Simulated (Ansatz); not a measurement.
## HfO2, the end x = 0 of the tetragonal HfO2 with Si on Hf sites line (96 atoms): geometry optimisation

How does HfO2, the end x = 0 of the tetragonal HfO2 with Si on Hf sites line (96 atoms) relax, and what do bonds, charges and levels look like afterwards?

Program: Ansatz 0.2.0. Level of theory: Kohn-Sham DFT, PBE, PAW (set soft_2), plane waves. Results are calculated unless marked as measured.

**1. The structure**

The cell holds 96 atoms: 32 Hf and 64 O. Cell: a = 10.154 Å, b = 10.154 Å, c = 10.460 Å, α = 90.0°, β = 90.0°, γ = 90.0°. It derives from HfO2 (tetragonal HfO2 with Si on Hf sites), repeated 2×2×2. Tetragonal HfO2 with Si on Hf sites: 96 atoms, 0 of 32 Hf sites given to Si at random, cell and internal coordinates interpolated linearly between the end members (Vegard's rule); not relaxed, displaced by a Gaussian of 0.02 Å. Lattice constants are starting values near those of PBE.

Limits known from the start: The host structure and its lattice constant were typed by rule, without a check against the phase diagram. No spin–orbit coupling is included, so levels derived from the heavy atoms are approximate.

**2. Single point at the start**

A single point comes first, to see the forces before anything moves.

input.yaml

```yaml
crystal:
  lattice:
    - [10.15405, 0.0, 0.0]
    - [0.0, 10.15405, 0.0]
    - [0.0, 0.0, 10.46]
  atoms:
    - { symbol: Hf, position: [0.2532, 0.3738, 0.12399] }
    - { symbol: Hf, position: [0.24789, 0.1267, 0.3706] }
    - { symbol: O, position: [0.12844, 0.9985, 0.02561] }
    - { symbol: O, position: [0.12451, 0.00288, 0.27106] }
    - { symbol: O, position: [0.37436, 0.99924, 0.47717] }
    - { symbol: O, position: [0.37283, 0.99966, 0.22332] }
    - { symbol: Hf, position: [8.0e-05, 0.12615, 0.1229] }
    - { symbol: Hf, position: [0.00225, 0.37678, 0.37596] }
    - { symbol: O, position: [0.37677, 0.24865, 0.02477] }
    - { symbol: O, position: [0.37316, 0.24947, 0.27601] }
    - { symbol: O, position: [0.12364, 0.24922, 0.47369] }
    - { symbol: O, position: [0.12334, 0.24868, 0.22498] }
    - { symbol: Hf, position: [0.2478, 0.37546, 0.62817] }
    - { symbol: Hf, position: [0.25146, 0.12462, 0.8733] }
    - { symbol: O, position: [0.12353, 0.00333, 0.5251] }
    - { symbol: O, position: [0.12375, 0.00038, 0.77902] }
    - { symbol: O, position: [0.37524, 0.00122, 0.97557] }
    - { symbol: O, position: [0.37431, 0.99775, 0.72433] }
    - { symbol: Hf, position: [0.99959, 0.12616, 0.6266] }
    - { symbol: Hf, position: [0.00183, 0.37556, 0.87669] }
    - { symbol: O, position: [0.37351, 0.25247, 0.52598] }
    - { symbol: O, position: [0.37441, 0.25096, 0.77486] }
    - { symbol: O, position: [0.12723, 0.25299, 0.97918] }
    - { symbol: O, position: [0.12225, 0.24716, 0.72404] }
    - { symbol: Hf, position: [0.25032, 0.87673, 0.1256] }
    - { symbol: Hf, position: [0.24602, 0.6244, 0.37658] }
    - { symbol: O, position: [0.12545, 0.5015, 0.02457] }
    - { symbol: O, position: [0.1246, 0.50037, 0.27578] }
    - { symbol: O, position: [0.37539, 0.50023, 0.47372] }
    - { symbol: O, position: [0.37574, 0.50024, 0.22716] }
    - { symbol: Hf, position: [0.00236, 0.62536, 0.12428] }
    - { symbol: Hf, position: [0.99874, 0.87583, 0.37515] }
    - { symbol: O, position: [0.37432, 0.75009, 0.02381] }
    - { symbol: O, position: [0.37637, 0.74912, 0.27734] }
    - { symbol: O, position: [0.12579, 0.75117, 0.47291] }
    - { symbol: O, position: [0.12533, 0.75146, 0.22318] }
    - { symbol: Hf, position: [0.24948, 0.87506, 0.62237] }
    - { symbol: Hf, position: [0.25062, 0.62667, 0.87336] }
    - { symbol: O, position: [0.12569, 0.49742, 0.52493] }
    - { symbol: O, position: [0.12182, 0.50221, 0.77578] }
    - { symbol: O, position: [0.37495, 0.49847, 0.97744] }
    - { symbol: O, position: [0.37887, 0.49634, 0.72736] }
    - { symbol: Hf, position: [0.00321, 0.62567, 0.62271] }
    - { symbol: Hf, position: [0.0017, 0.87464, 0.87385] }
    - { symbol: O, position: [0.37258, 0.75108, 0.52652] }
    - { symbol: O, position: [0.37377, 0.75103, 0.77281] }
    - { symbol: O, position: [0.12658, 0.75009, 0.97464] }
    - { symbol: O, position: [0.1248, 0.75171, 0.72643] }
    - { symbol: Hf, position: [0.75104, 0.37527, 0.12515] }
    - { symbol: Hf, position: [0.75122, 0.12546, 0.37631] }
    - { symbol: O, position: [0.62439, 0.9952, 0.02699] }
    - { symbol: O, position: [0.62931, 0.00087, 0.27481] }
    - { symbol: O, position: [0.87473, 0.99977, 0.47503] }
    - { symbol: O, position: [0.87279, 0.99898, 0.22309] }
    - { symbol: Hf, position: [0.50049, 0.12442, 0.12595] }
    - { symbol: Hf, position: [0.49966, 0.37694, 0.37541] }
    - { symbol: O, position: [0.87931, 0.24626, 0.02376] }
    - { symbol: O, position: [0.87678, 0.25498, 0.27452] }
    - { symbol: O, position: [0.62509, 0.24955, 0.47755] }
    - { symbol: O, position: [0.62443, 0.25134, 0.22439] }
    - { symbol: Hf, position: [0.74749, 0.37562, 0.62596] }
    - { symbol: Hf, position: [0.75255, 0.12478, 0.87382] }
    - { symbol: O, position: [0.62611, 0.00047, 0.52554] }
    - { symbol: O, position: [0.62486, 0.00229, 0.77571] }
    - { symbol: O, position: [0.87875, 0.00219, 0.97626] }
    - { symbol: O, position: [0.87179, 0.00119, 0.7258] }
    - { symbol: Hf, position: [0.5016, 0.12706, 0.62423] }
    - { symbol: Hf, position: [0.50162, 0.37389, 0.87874] }
    - { symbol: O, position: [0.87238, 0.24653, 0.52184] }
    - { symbol: O, position: [0.87325, 0.2478, 0.77874] }
    - { symbol: O, position: [0.62436, 0.24736, 0.97713] }
    - { symbol: O, position: [0.62384, 0.24756, 0.72667] }
    - { symbol: Hf, position: [0.75123, 0.87414, 0.12769] }
    - { symbol: Hf, position: [0.75025, 0.62818, 0.37596] }
    - { symbol: O, position: [0.62807, 0.50022, 0.02267] }
    - { symbol: O, position: [0.62982, 0.49893, 0.27462] }
    - { symbol: O, position: [0.87362, 0.4996, 0.47546] }
    - { symbol: O, position: [0.8754, 0.5013, 0.22843] }
    [... 12 atom lines left out ...]
    - { symbol: Hf, position: [0.50165, 0.62804, 0.62645] }
    - { symbol: Hf, position: [0.50174, 0.87327, 0.87334] }
    - { symbol: O, position: [0.87216, 0.75243, 0.52451] }
    - { symbol: O, position: [0.87776, 0.74846, 0.77416] }
    - { symbol: O, position: [0.62519, 0.75181, 0.97512] }
    - { symbol: O, position: [0.62542, 0.75003, 0.72534] }
kpoints:
  mp_grid: { grid: [2, 2, 2] }
hamiltonian:
  xc: pbe
scf:
  occupations: { method: fermi_dirac, width: 0.025 }
output:
  forces: true
```

Started as:

```
$ ansatz run input.yaml --threads 5 --pin off --max-ram 76800MiB --backend cuda --events-out ev --progress --plain --runs-dir out
```

Numbers of over 12 decimals in the logs are rounded to 6 here.

The log of the run:

```text
Engine: ansatz 0.2.0, x86_64-unknown-linux-gnu
Pseudopotentials: kind: paw
Pseudopotential: Hf, paw, valence charge 26, recommended cutoff 420 eV (normal), Hf.paw.azcp
Pseudopotential: O, paw, valence charge 6, recommended cutoff 420 eV (normal), O.paw.azcp
[... 5 lines on functional and potentials left out ...]
concurrent solve slots: 4 of 5 are kept, ahead of what memory takes: no pass of the eigensolver takes more rounds on 4
device memory: the entry about to start is reckoned to put 18.5 GiB on a device that reports 78.6 GiB free
GPU FFT provider: cuFFT
GPU libraries: cuBLAS 13.8.2, cuFFT 12.4.0, cuSOLVER 12.3.4
Crystal: 96 atoms, lattice volume = 1078.475 Å³
Basis set: ecut = 420 eV, 21015 PW (Γ), exchange–correlation on 144×144×144 points (8 copies of the dense FFT grid, shifted against one another)
Bands: 704, of which v1, the nominal top of the filled ones, is band 608 counted from 1 (607 counted from 0)
Symmetry: 1 space group operations
Space group: P1 (ITA 1), of the structure as read, at distance tolerance 1.0e-4 Å
k-points: 8
[... 5 lines on functional and potentials left out ...]
Initial density: superposition of atomic densities (neutral atoms: chi_scale 0, normalization atom), corrected by the library's trained network
Initial wavefunctions: pseudopotential atomic-orbital guess
GPU buffer pool allocated for 373248 grid points (all kernels)
GPU transforms: local potential and band sums: pruned to the plane-wave sphere, on 72×72×72
Functional: x = pbe(κ = 0.804, μ = 0.219515), c = pbe(β = 0.066725)
SCF iter   1: F=—  HF=-539567.630090 eV  |F-HF|=—  |Δ(HF+E_count)|=         —  Δρ=3.22e-3  dr2=3.28e-2  ethr=1.77e-3  ⟨swp⟩=5.0  Hψ=17262  notcnv=0  defer=182
preconditioner: auto → Resta (q_TF=auto, 2.783 Å⁻¹)  ε∞=5.8  [insulator: Δε(μ)=4.494 eV  Ē_g=17.596 eV  σ=0.025 eV  W_gap=1.00  n_scr=404 (ndim 8)  ℏωp=38.4 eV  f_vac=0.061  D(μ)=0.00/eV (n_scr^D=0)  ε∞_Penn≈5.8]
SCF iter   2: F=—  HF=-539567.642682 eV  |F-HF|=—  |Δ(HF+E_count)|=   1.26e-2  Δρ=1.71e-3  dr2=1.07e-2  ethr=2.69e-6  ⟨swp⟩=2.0  Hψ=11080  notcnv=0  defer=246
SCF iter   3: F=—  HF=-539567.656351 eV  |F-HF|=—  |Δ(HF+E_count)|=   1.37e-2  Δρ=4.63e-4  dr2=2.01e-3  ethr=8.77e-7  ⟨swp⟩=2.0  Hψ=8798  notcnv=0  defer=246
SCF iter   4: F=—  HF=-539567.649264 eV  |F-HF|=—  |Δ(HF+E_count)|=   7.09e-3  Δρ=1.54e-4  dr2=2.53e-4  ethr=1.65e-7  ⟨swp⟩=2.0  Hψ=9772  notcnv=0  defer=246
SCF iter   5: F=—  HF=-539567.649455 eV  |F-HF|=—  |Δ(HF+E_count)|=   1.91e-4  Δρ=7.86e-5  dr2=7.06e-5  ethr=2.08e-8  ⟨swp⟩=2.0  Hψ=9799  notcnv=0  defer=246
SCF iter   6: F=—  HF=-539567.657046 eV  |F-HF|=—  |Δ(HF+E_count)|=   7.59e-3  Δρ=3.21e-5  dr2=1.22e-5  ethr=5.81e-9  ⟨swp⟩=2.0  Hψ=9798  notcnv=0  defer=246
SCF iter   7: F=—  HF=-539567.657055 eV  |F-HF|=—  |Δ(HF+E_count)|=   8.49e-6  Δρ=1.48e-5  dr2=1.78e-6  ethr=9.99e-10  ⟨swp⟩=2.0  Hψ=8798  notcnv=0  defer=246
SCF iter   8: F=—  HF=-539567.657058 eV  |F-HF|=—  |Δ(HF+E_count)|=   2.79e-6  Δρ=6.66e-6  dr2=3.28e-7  ethr=1.46e-10  ⟨swp⟩=2.0  Hψ=9783  notcnv=0  defer=246
SCF iter   9: F=-539567.657058 eV  HF=-539567.657058 eV  |F-HF|=8.27e-9  |Δ(HF+E_count)|=   2.60e-8  Δρ=1.42e-6  dr2=1.63e-8  ethr=8.22e-12  ⟨swp⟩=5.0  Hψ=20991  notcnv=0
SCF 1 converged in 9 iterations: F = -539567.657058 eV  dr2 = 1.63e-8
  greatest PAW one-centre occupation: 0.999 electrons in one spin orbital (limit 2), on the Hf atom at site 73 (counted from 0), in its partial waves of l = 0
SCF converged after 9 iterations
Free energy (F): -539567.657058 eV
Harris-Foulkes:  -539567.657058 eV  (|F-HF|=8.27e-9)
Internal energy: -539567.657058 eV  (E = F + TS)
E sigma→0 (E₀):  -539567.657058 eV
Fermi energy:    17.028416 eV
--- Per-component energies (eV) ---
  E_band       = 844.049047
  E_kinetic    = 24692.863785
  E_local      = -187914.322519  (includes V_loc(G=0)·N_el)
  E_nonlocal   = -36707.902653
  E_hartree    = 85992.063524
  E_xc         = -14327.649981
  E_vxc        = -14552.352593  (∫ρ·V_xc dr)
  E_paw        = -231776.393493  (= ΣΔE_a)
  E_vpaw       = 43341.476232  (= ΣTr[D̂ρ^β])
  E_aug_tail   = 0.160565  (compensation charges beyond the density's cutoff)
  E_ewald      = -179526.476286
  E_smearing   = -0.000000  (= −TS)
  E_closure    = -0.000000  (closes the sum)
  Σ components = -539567.657058   (vs F -539567.657058, Δ=0.00e0)
--- Forces (eV/Å), atoms counted from 1 ---
  atom   1  Hf    -0.46265008    -0.05094906     0.13709408
  atom   2  Hf    -0.01476458    -0.30613365     0.68831153
  atom   3  O     -0.38331022     0.43872348    -0.06830760
  atom   4  O     -0.29824244    -0.54863104     0.63347003
  atom   5  O     -0.01149247     0.09320509    -0.65734283
  atom   6  O      0.48616425     0.21353660     0.38864811
  atom   7  Hf     0.21221956    -0.66919353     0.27607188
  atom   8  Hf    -0.77220013    -0.23702491    -0.20134496
  atom   9  O     -0.08685272     0.24430091     0.16413336
  atom  10  O      0.32723400     0.32731632    -0.20063758
  atom  11  O      0.09426023     0.09863571     0.15220485
  atom  12  O      0.60416404     0.52265920    -0.06206353
  atom  13  Hf     0.85469929    -0.37302102    -0.20836918
  atom  14  Hf     0.07275503    -0.20925264     0.51711658
[...]
atom  95  O     -0.11310248    -0.36161616    -0.14985607
  atom  96  O     -0.06360389     0.24084576     0.29340994
  max |Σ_I F_I| component: 3.01e-5 eV/Å
```

Run time: 4.5 s. Hardware: 1 × NVIDIA H100 80GB HBM3 with 5 threads of AMD EPYC 7R13 (Zen 3), shared host; peak memory 1.4 GiB.

Reading the cycles: dr2 is the Hartree energy of the density residual (eV), the measure of convergence; HF is the Harris–Foulkes estimate of the energy, which meets the free energy F at convergence.

That memory is the host's; the program planned up to 18.5 GiB on the GPU.

Read from the output:

* free energy: -539567.6571 eV
* free energy per atom: -5620.4964 eV/atom
* SCF cycles: 9
* r.m.s. force component: 0.3707 eV/Å
* longest force: 1.374 eV/Å
* Fermi energy: 17.03 eV

The r.m.s. force component of 0.37 eV/Å sets the starting point.

Length of the force by element:

| element | coordination | atoms | mean length of the force (eV/Å) | spread | least | most |
| --- | --- | --- | --- | --- | --- | --- |
| Hf | all | 32 | 0.726 | 0.250 | 0.290 | 1.37 |
| O | all | 64 | 0.514 | 0.244 | 0.0788 | 1.32 |

**3. Cell and atoms relaxed**

The cell is relaxed with the atoms, since the starting lattice needn't suit this functional.

Edit input.yaml of step 2 so:

```diff
@@ -15 +15,5 @@
   forces: true
+relax:
+  f_tol: 0.04
+  max_steps: 150
+  cell: {}
```

The log of the run:

```text
[...]
GPU FFT provider: cuFFT
GPU libraries: cuBLAS 13.8.2, cuFFT 12.4.0, cuSOLVER 12.3.4
Crystal: 96 atoms, lattice volume = 1078.475 Å³
Basis set: ecut = 420 eV, 21015 PW (Γ), exchange–correlation on 144×144×144 points (8 copies of the dense FFT grid, shifted against one another)
Bands: 730, of which v1, the nominal top of the filled ones, is band 608 counted from 1 (607 counted from 0)
Symmetry: 1 space group operations
[...]
k-points: 8
[...]
GPU buffer pool allocated for 373248 grid points (all kernels)
[...]
SCF iter   1: F=—  HF=-539567.628816 eV  |F-HF|=—  |Δ(HF+E_count)|=         —  Δρ=3.22e-3  dr2=3.30e-2  ethr=1.77e-3  ⟨swp⟩=5.2  Hψ=17709  notcnv=0  defer=376
[...]
SCF iter   9: F=-539567.657058 eV  HF=-539567.657058 eV  |F-HF|=1.06e-8  |Δ(HF+E_count)|=   1.25e-8  Δρ=1.31e-6  dr2=1.32e-8  ethr=8.22e-12  ⟨swp⟩=3.5  Hψ=21960  notcnv=0
SCF 1 converged in 9 iterations: F = -539567.657058 eV  dr2 = 1.32e-8
[...]
relax step   1: F+E_penalty+E_count = -539567.65705780 eV  Δ(F+E_penalty+E_count) = +0.000e0 eV  max|allowed force component| = 1.278e0 eV/Å  Δτ_max = 0.0000 Å  P = +1.866 GPa  Ω = 1078.475 Å³  (9 SCF iters, dr2 threshold 1.00e-7 eV, accepted)
[...]
relax step   2: F+E_penalty+E_count = -539568.00661463 eV  Δ(F+E_penalty+E_count) = -3.496e-1 eV  max|allowed force component| = 7.274e-1 eV/Å  Δτ_max = 0.0888 Å  P = -0.630 GPa  Ω = 1090.026 Å³  energy of the carried Pulay correction = -5.597e-2 eV  (8 SCF iters, dr2 threshold 9.60e-6 eV, accepted)
[...]
relax step   3: F+E_penalty+E_count = -539568.49740215 eV  Δ(F+E_penalty+E_count) = -4.908e-1 eV  max|allowed force component| = 1.129e-1 eV/Å  Δτ_max = 0.0802 Å  P = +0.854 GPa  Ω = 1094.745 Å³  energy of the carried Pulay correction = -7.867e-2 eV  (7 SCF iters, dr2 threshold 9.60e-6 eV, accepted)
[...]
relax step   4: F+E_penalty+E_count = -539568.55767795 eV  Δ(F+E_penalty+E_count) = -6.028e-2 eV  max|allowed force component| = 7.550e-3 eV/Å  Δτ_max = 0.0210 Å  P = +0.029 GPa  Ω = 1093.623 Å³  energy of the carried Pulay correction = -7.328e-2 eV  (6 SCF iters, dr2 threshold 3.69e-6 eV, accepted)
[...]
relax step   5: F+E_penalty+E_count = -539568.63397604 eV  Δ(F+E_penalty+E_count) = -7.630e-2 eV  max|allowed force component| = 7.547e-3 eV/Å  Δτ_max = 0.0000 Å  P = +0.139 GPa  Ω = 1093.623 Å³  stress off target by 1.49e-1 GPa  SCF on the basis re-selected at this cell (its energy is not comparable with the rows above)  (8 SCF iters)
[...]
relax step   6: F+E_penalty+E_count = -539568.63163535 eV  Δ(F+E_penalty+E_count) = +2.341e-3 eV  max|allowed force component| = 1.448e-3 eV/Å  Δτ_max = 0.0116 Å  P = -0.001 GPa  Ω = 1094.325 Å³  energy of the carried Pulay correction = -3.343e-3 eV  (7 SCF iters, dr2 threshold 5.54e-8 eV, accepted)
[...]
relax step   7: F+E_penalty+E_count = -539568.63585817 eV  Δ(F+E_penalty+E_count) = -4.223e-3 eV  max|allowed force component| = 1.411e-3 eV/Å  Δτ_max = 0.0000 Å  P = +0.002 GPa  Ω = 1094.325 Å³  stress off target by 2.96e-3 GPa  SCF on the basis re-selected at this cell (its energy is not comparable with the rows above)  (6 SCF iters)
[...]
SCF converged after 6 iterations
Free energy (F): -539568.635858 eV
[...]
Internal energy: -539568.635858 eV  (E = F + TS)
E sigma→0 (E₀):  -539568.635858 eV
Fermi energy:    16.704255 eV
[...]
--- Forces (eV/Å), atoms counted from 1 ---
  atom   1  Hf    -0.00062005    -0.00065641     0.00069741
  atom   2  Hf    -0.00029353    -0.00003414     0.00048081
  atom   3  O     -0.00044185    -0.00033397     0.00014827
  atom   4  O     -0.00045788     0.00070979     0.00016850
  atom   5  O      0.00061605    -0.00001906    -0.00050723
  atom   6  O      0.00007793     0.00010818    -0.00019593
  atom   7  Hf     0.00051517     0.00106064     0.00083691
  atom   8  Hf    -0.00032836    -0.00049405    -0.00029690
  atom   9  O     -0.00025905     0.00004290    -0.00012937
  atom  10  O      0.00003167     0.00021865    -0.00020606
  atom  11  O      0.00097390     0.00031832    -0.00022559
  atom  12  O      0.00010811     0.00067419    -0.00047559
  atom  13  Hf     0.00016312    -0.00137965    -0.00020684
  atom  14  Hf    -0.00056892     0.00070925     0.00002979
[...]
atom  95  O      0.00131548     0.00057826    -0.00019431
  atom  96  O     -0.00023698     0.00024030     0.00041320
  max |Σ_I F_I| component: 5.47e-6 eV/Å
--- Stress (GPa, compression-positive) ---
        0.001974      -0.000150      -0.000797
       -0.000150       0.001522      -0.000302
       -0.000797      -0.000302       0.002291
  P = ⅓ Tr σ = 0.0019 GPa (0.019 kbar)
--- Band table (eV; the first three rows and the last of 8) ---
[...]
--- Relaxed structure (5 steps of the walk, 5 accepted, 2 SCFs on fresh bases) ---
  F+E_penalty+E_count = -539568.63585817 eV   max|allowed force component| = 1.411e-3 eV/Å   (the final SCF, on the basis selected at the relaxed cell)
  cell:  # Å, volume = 1094.3249 Å³
    - [10.194865, 5.7138915854528535e-5, 0.00452124]
    - [5.7138915854528535e-5, 10.194875, 0.00129868]
    - [0.00465747, 0.00133781, 10.528900]
  atoms:
    - { symbol: Hf, position: [0.250333, 0.374658, 0.125200] }
    - { symbol: Hf, position: [0.249334, 0.125347, 0.375239] }
    - { symbol: O, position: [0.125303, 0.999613, 0.028615] }
    - { symbol: O, position: [0.124958, -0.000145586, 0.278627] }
[...]
- { symbol: O, position: [0.625341, 0.750754, 0.721845] }
```

Run time: 30 s. Hardware: 1 × NVIDIA H100 80GB HBM3 with 5 threads; peak memory 1.5 GiB; 73 s of CPU time.

That memory is the host's; the program planned up to 19 GiB on the GPU.

The program notes that the band table was not solved further than the SCF left it.

Step by step:

```
step  energy less that of the first step (eV)  largest force component (eV/Å)  pressure (GPa)  volume (Å³)
   1                                   0.0000                          1.2778            1.87      1078.48
   2                                  -0.3496                          0.7274           -0.63      1090.03
   3                                  -0.8403                          0.1129            0.85      1094.74
   4                                  -0.9006                          0.0076            0.03      1093.62
  5*                                  -0.9769                          0.0075            0.14      1093.62
   6                                  -0.9746                          0.0014            0.00      1094.32
  7*                                  -0.9788                          0.0014            0.00      1094.32
```

Relaxation steps marked * repeat the geometry before them on a plane-wave basis chosen anew for their cell, so energy and pressure can jump there.

```csv
cell as run,before,after,change
a (Å),10.154,10.195,+0.4 %
b (Å),10.154,10.195,+0.4 %
c (Å),10.460,10.529,+0.7 %
α (°),90.00,89.99,-0.0 %
β (°),90.00,89.95,-0.1 %
volume (Å³/atom),11.23,11.40,+1.5 %
```

The atoms that moved most (Å, as changes of fractional coordinates times the final cell):

| atom | dx | dy | dz | length |
| --- | --- | --- | --- | --- |
| O23 | -0.018 | -0.033 | -0.078 | 0.086 |
| O4 | 0.005 | -0.031 | 0.080 | 0.086 |
| O42 | -0.037 | 0.046 | -0.058 | 0.083 |
| O69 | 0.018 | 0.037 | 0.072 | 0.083 |
| O57 | -0.040 | 0.036 | 0.051 | 0.074 |
| O83 | -0.018 | 0.011 | -0.070 | 0.073 |
| O78 | -0.003 | -0.014 | -0.069 | 0.071 |
| O75 | -0.029 | -0.007 | 0.063 | 0.070 |

The relaxation changed the energy by -10.2 meV/atom, and atoms moved by 0.045 Å r.m.s., 0.086 Å at most.

[end of part 1 of 3]

[Logs are printed without paths, hosts, clocks, repeated set-up lines and the standing remarks that a program may print on its own settings, such as how far it seeks lower states.]

[Hosts, paths, dates, database ids (printed as entryN), source tags and the programs' standing remarks are cut or masked in the printed files.]
